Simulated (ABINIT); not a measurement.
# Al in ABINIT: work function with PBE

Aim: the work function of Al with PBE.

Everything below comes from runs of ABINIT 10.8.3 (patched build). Logs are shortened: lines on timing, memory, paths and dates and some standing lists are left out, and cuts for length are marked. The log counts tension as positive stress, the text compression.

## Step 1: The slab as given

The cell holds a slab with vacuum, 5 atoms: a = 2.827 Å, b = 2.827 Å, c = 24.186 Å, α = 90.00°, β = 90.00°, γ = 120.00°.

## Step 2: Work function, PBE

run.abi

```
# Pseudopotentials
pp_dirpath "./"
pseudos "Al.GGA_PBE-JTH.xml"

# Structure
acell 3*1.0
rprim
     5.3424013089     0.0000000000     0.0000000000
    -2.6712006545     4.6266552508     0.0000000000
     0.0000000000     0.0000000000    45.7049029544
ntypat 1
znucl 13
natom 5
typat 1 1 1 1 1
xred
     0.0000000000     0.0000000000     0.3100968390
     0.3333333300     0.6666666600     0.4050484195
     0.0000000000     0.0000000000     0.5000000000
     0.6666666700     0.3333333400     0.5949515805
     0.0000000000     0.0000000000     0.6899031610
chkprim 0
chksymtnons 0
tolsym 1.0e-6

# Plane-wave basis
ecut 15.0
pawecutdg 30.0

# k points
kptopt 1
ngkpt 11 11 1
nshiftk 1
shiftk 0.0 0.0 0.0

# Exchange and correlation
ixc 11

# Bands and occupations
nband 12
occopt 3
tsmear 0.00183747

# SCF cycle
nstep 120
tolvrs 1.0e-9
iprcel 45

# Output
iomode 3
prtwf 0
prteig 0
prtebands 0
prtden 1
prtvha 1
prtvclmb 1
prtpot 1
```

Potentials or basis: JTH PAW PBE v2.0.

Launch:

```console
mpirun --bind-to none -np 4 abinit run.abi > log 2>&1
```

run.abo:

```text
.Version 10.8.3 of ABINIT
 Symmetries : space group P-3 m 1 (#164); Bravais hP (primitive hexag.)
================================================================================
 Values of the parameters that define the memory need of the present run
     intxc =       0    ionmov =       0      iscf =      17    lmnmax =       8
     lnmax =       4     mgfft =     160  mpssoang =       2    mqgrid =   11270
     natom =       5  nloc_mem =       2    nspden =       1   nspinor =       1
    nsppol =       1      nsym =      12    n1xccc =       1    ntypat =       1
    occopt =       3   xclevel =       2
       mpw =        3157          nfft =       64000          nkpt =          16
Pmy_natom=         2
 PAW method is used; the additional fine FFT grid is defined by:
   mgfftf=       240    nfftf =    216000
 For the susceptibility and dielectric matrices, or tddft :
   mgfft =        96  nbnd_in_blk=     6    nfft =     13824     npw =       169
================================================================================
================================================================================

--------------------------------------------------------------------------------
------------- Echo of variables that govern the present computation ------------
--------------------------------------------------------------------------------
 -outvars: echo values of preprocessed input variables --------
            acell      1.0000000000E+00  1.0000000000E+00  1.0000000000E+00 Bohr
              amu      2.69815390E+01
          chkprim           0
      chksymtnons           0
           diemix      1.00000000E+00
             ecut      1.50000000E+01 Hartree
           iprcel          45
              ixc          11
         kptrlatt       11    0    0      0   11    0      0    0    1
          kptrlen      5.87664144E+01
            natom           5
            nband          12
            ngfft          20      20     160
          ngfftdg          30      30     240
             nkpt          16
            nstep         120
             nsym          12
           ntypat           1
           occopt           3
        pawecutdg      3.00000000E+01 Hartree
         pawxcdev           0
        prtebands           0
           prteig           0
           prtpot           1
         prtvclmb           1
           prtvha           1
            prtwf           0
            rprim      5.3424013089E+00  0.0000000000E+00  0.0000000000E+00
                      -2.6712006545E+00  4.6266552508E+00  0.0000000000E+00
                       0.0000000000E+00  0.0000000000E+00  4.5704902954E+01
          spgroup         164
           tolsym      1.00000000E-06
           tolvrs      1.00000000E-09
           tsmear      1.83747000E-03 Hartree
            typat      1  1  1  1  1
           useylm           1
           xangst      0.0000000000E+00  0.0000000000E+00  7.4999999940E+00
                      -1.7639137454E-11  1.6322136798E+00  9.7964982604E+00
                       0.0000000000E+00  0.0000000000E+00  1.2092996527E+01
                       1.4135385111E+00  8.1610683992E-01  1.4389494793E+01
                       0.0000000000E+00  0.0000000000E+00  1.6685993060E+01
            xcart      0.0000000000E+00  0.0000000000E+00  1.4172945933E+01
                      -3.3333138886E-11  3.0844368339E+00  1.8512698705E+01
                       0.0000000000E+00  0.0000000000E+00  2.2852451477E+01
                       2.6712006544E+00  1.5422184169E+00  2.7192204249E+01
                       0.0000000000E+00  0.0000000000E+00  3.1531957021E+01
             xred      0.0000000000E+00  0.0000000000E+00  3.1009683900E-01
                       3.3333333333E-01  6.6666666667E-01  4.0504841950E-01
                       0.0000000000E+00  0.0000000000E+00  5.0000000000E-01
                       6.6666666667E-01  3.3333333333E-01  5.9495158050E-01
                       0.0000000000E+00  0.0000000000E+00  6.8990316100E-01
            znucl       13.00000

================================================================================

 chkinp: Checking input parameters for consistency.

================================================================================
== DATASET  1 ==================================================================

--- !DatasetInfo
iteration_state: {dtset: 1, }
dimensions: {natom: 5, nkpt: 16, mband: 12, nsppol: 1, nspinor: 1, nspden: 1, mpw: 3157, }
cutoff_energies: {ecut:  15.0, pawecutdg:  30.0, }
electrons: {nelect:   1.50000000E+01, charge:   0.00000000E+00, occopt:   3.00000000E+00, tsmear:   1.83747000E-03, }
meta: {optdriver: 0, ionmov: 0, optcell: 0, iscf: 17, paral_kgb: 0, }
...

 Exchange-correlation functional for the present dataset will be:
  GGA: Perdew-Burke-Ernzerhof functional - ixc=11
[... 116 lines left out ...]
 ------------------------------------------------
 Atom  Sphere_radius  Integrated_density
    1        1.90363          0.73253689
    2        1.90363          0.76303513
    3        1.90363          0.75922241
    4        1.90363          0.76303513
    5        1.90363          0.73253689

================================================================================

 ----iterations are completed or convergence reached----

 Mean square residual over all n,k,spin=   14.798E-09; max=  69.444E-08
 reduced coordinates (array xred) for    5 atoms
       0.000000000000      0.000000000000      0.310096839000
       0.333333333333      0.666666666667      0.405048419500
       0.000000000000      0.000000000000      0.500000000000
       0.666666666667      0.333333333333      0.594951580500
       0.000000000000      0.000000000000      0.689903161000
 rms dE/dt=  8.7829E-02; max dE/dt=  2.3083E-01; dE/dt below (all hartree)
    1       0.000000000000      0.000000000000      0.230826395591
    2      -0.000000000000      0.000000000000     -0.067632137140
    3       0.000000000000      0.000000000000      0.000000000000
    4       0.000000000000      0.000000000000      0.067632137140
    5       0.000000000000     -0.000000000000     -0.230826395591

 cartesian coordinates (angstrom) at end:
    1      0.00000000000000     0.00000000000000     7.49999999399534
    2     -0.00000000001764     1.63221367984473     9.79649826039607
    3      0.00000000000000     0.00000000000000    12.09299652679681
    4      1.41353851111634     0.81610683992236    14.38949479319755
    5      0.00000000000000     0.00000000000000    16.68599305959828

 cartesian forces (hartree/bohr) at end:
    1      0.00000000000000    -0.00000000000000    -0.00505036398001
    2      0.00000000000000     0.00000000000000     0.00147975671686
    3      0.00000000000000     0.00000000000000    -0.00000000000000
    4     -0.00000000000000    -0.00000000000000    -0.00147975671686
    5      0.00000000000000     0.00000000000000     0.00505036398001
 frms,max,avg= 1.9216610E-03 5.0503640E-03   0.000E+00  0.000E+00  0.000E+00 h/b

 cartesian forces (eV/Angstrom) at end:
    1      0.00000000000000    -0.00000000000000    -0.25970015753633
    2      0.00000000000000     0.00000000000000     0.07609214979446
    3      0.00000000000000     0.00000000000000    -0.00000000000000
    4     -0.00000000000000    -0.00000000000000    -0.07609214979446
    5      0.00000000000000     0.00000000000000     0.25970015753633
 frms,max,avg= 9.8815779E-02 2.5970016E-01   0.000E+00  0.000E+00  0.000E+00 e/A
 length scales=  1.000000000000  1.000000000000  1.000000000000 bohr
              =  0.529177210544  0.529177210544  0.529177210544 angstroms
 Fermi (or HOMO) energy (hartree) =   0.08520   Average Vxc (hartree)=  -0.20380
 Eigenvalues (hartree) for nkpt=  16  k points:
 kpt#   1, nband= 12, wtk=  0.00826, kpt=  0.0000  0.0000  0.0000 (reduced coord)
  -0.32453   -0.29753   -0.25555   -0.19694   -0.12388   -0.04981    0.04272    0.13116
   0.19664    0.23359    0.24137    0.31228
      occupation numbers for kpt#   1
   2.00000    2.00000    2.00000    2.00000    2.00000    2.00000    2.00000    0.00000
   0.00000    0.00000    0.00000    0.00000
 prteigrs : prtvol=0 or 1, do not print more k-points.

--- !EnergyTerms
iteration_state     : {dtset: 1, }
comment             : Components of total free energy in Hartree
kinetic             :  4.10156348077233E+00
hartree             :  5.88160111063201E+01
xc                  : -5.32009024486993E+00
Ewald energy        :  4.86075965131589E+01
psp_core            : -2.42460113571925E-01
local_psp           : -1.19748081799913E+02
PAW spherical_terms :  3.29208242671191E+00
internal            : -1.04933786313918E+01
'-kT*entropy'       : -1.11225672155052E-03
total_energy        : -1.04944908881133E+01
total_energy_eV     : -2.85569645011379E+02
...

--- !EnergyTermsDC
iteration_state     : {dtset: 1, }
comment             : '"Double-counting" decomposition of free energy'
band_energy         : -1.09373450715456E+00
Ewald energy        :  4.86075965131589E+01
psp_core            : -2.42460113571925E-01
xc_dc               : -5.86695326453090E+01
PAW spherical_terms :  9.04736122174589E-01
internal            : -1.04933946307020E+01
'-kT*entropy'       : -1.11225672155052E-03
total_energy_dc     : -1.04945068874236E+01
total_energy_dc_eV  : -2.85570080374790E+02
...

--- !EnergyTermsWithPAWCore
iteration_state     : {dtset: 1, }
comment             : 'Components of total free energy, including PAW core contributions'
Total energy        : -1.21408030070351E+03
Total energy DC     : -1.21408031670282E+03
Total energy (eV)   : -3.30368079960799E+04
Total energy DC (eV): -3.30368084314433E+04
...

 Cartesian components of stress tensor (hartree/bohr^3)
  sigma(1 1)= -1.02719751E-05  sigma(3 2)=  0.00000000E+00
  sigma(2 2)= -1.02719751E-05  sigma(3 1)=  0.00000000E+00
  sigma(3 3)= -6.44682518E-05  sigma(2 1)= -2.43039553E-15

-Cartesian components of stress tensor (GPa)         [Pressure=  8.3372E-01 GPa]
- sigma(1 1)= -3.02211943E-01  sigma(3 2)=  0.00000000E+00
- sigma(2 2)= -3.02211942E-01  sigma(3 1)=  0.00000000E+00
- sigma(3 3)= -1.89672145E+00  sigma(2 1)= -7.15047051E-11

== END DATASET(S) ==============================================================
================================================================================

 -outvars: echo values of variables after computation  --------
            acell      1.0000000000E+00  1.0000000000E+00  1.0000000000E+00 Bohr
           etotal     -1.0494506887E+01
            fcart      2.5200701590E-30 -5.3833637831E-29 -5.0503639800E-03
                       5.2921473338E-29  4.3648895545E-30  1.4797567169E-03
                       2.5200701590E-30  1.8914521400E-29 -0.0000000000E+00
                      -6.0481683815E-29 -3.2009190062E-29 -1.4797567169E-03
                       2.5200701590E-30  6.2563416939E-29  5.0503639800E-03
            rprim      5.3424013089E+00  0.0000000000E+00  0.0000000000E+00
                      -2.6712006545E+00  4.6266552508E+00  0.0000000000E+00
                       0.0000000000E+00  0.0000000000E+00  4.5704902954E+01
           strten     -1.0271975143E-05 -1.0271975135E-05 -6.4468251845E-05
                       0.0000000000E+00  0.0000000000E+00 -2.4303955270E-15
           xangst      0.0000000000E+00  0.0000000000E+00  7.4999999940E+00
                      -1.7639137454E-11  1.6322136798E+00  9.7964982604E+00
                       0.0000000000E+00  0.0000000000E+00  1.2092996527E+01
                       1.4135385111E+00  8.1610683992E-01  1.4389494793E+01
                       0.0000000000E+00  0.0000000000E+00  1.6685993060E+01
             xred      0.0000000000E+00  0.0000000000E+00  3.1009683900E-01
                       3.3333333333E-01  6.6666666667E-01  4.0504841950E-01
                       0.0000000000E+00  0.0000000000E+00  5.0000000000E-01
                       6.6666666667E-01  3.3333333333E-01  5.9495158050E-01
                       0.0000000000E+00  0.0000000000E+00  6.8990316100E-01
 Calculation completed.
```

Run time: 22 s. Hardware: 4 MPI ranks of Arm Neoverse V2, shared host; peak memory 0.52 GiB.

What came out:

| Item | Value |
| --- | --- |
| Free energy | -285.5701 eV |
| Largest force | 0.260 eV/Å |
| Band gap on the k mesh | none (metal or under the smearing width) |
| Valence electrons inside the program's atomic spheres | Al 0.73, 0.76 (radii [1.0074] Å) |
| Work function | 4.05 eV |

Forces in eV/Å, atoms in the order of the input:
```
Al   0.000  0.000 -0.260
Al   0.000  0.000  0.076
Al   0.000  0.000  0.000
Al   0.000  0.000 -0.076
Al   0.000  0.000  0.260
```
